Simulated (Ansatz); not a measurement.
Starting structure of a cell relaxation (symmetry kept):

```
CELL_PARAMETERS angstrom
0.00000 2.15930 2.15930
2.15930 0.00000 2.15930
2.15930 2.15930 0.00000
ATOMIC_POSITIONS crystal
Ti 0.00000 0.00000 0.00000
C 0.50000 0.50000 0.50000
```

Method: Ansatz, DFT PBE, scalar-relativistic, plane waves, PAW.

Settings: cutoff 420 eV, Γ-centred mesh 16×16×16 on the computed 2-atom cell, Gaussian smearing of 0.10 eV; no spin polarisation.

Problem. What does it relax to?

Solution. The volume increases by 0.10 Å³/atom to 10.17 Å³/atom, and the energy falls by 0.8 meV/atom. Final structure:
```yaml
crystal:
  lattice:
    - [0.00000, 2.16641, 2.16641]
    - [2.16641, 0.00000, 2.16641]
    - [2.16641, 2.16641, 0.00000]
  atoms:
    - { symbol: Ti, position: [0.00000, 0.00000, 0.00000] }
    - { symbol: C, position: [0.50000, 0.50000, 0.50000] }
```

Course of the relaxation (steps run on the plane waves of an earlier cell, and the basis is chosen afresh near the end, so energy and pressure can step there; trial steps that raised the energy were taken back; energies are free energies):

```csv
step,E − E_final (meV/atom),P (GPa),V (Å³/atom)
1,0.8,2.54,10.07
2,0.2,0.32,10.16
3,0.2,0.00,10.17
4,0.0,0.02,10.17
```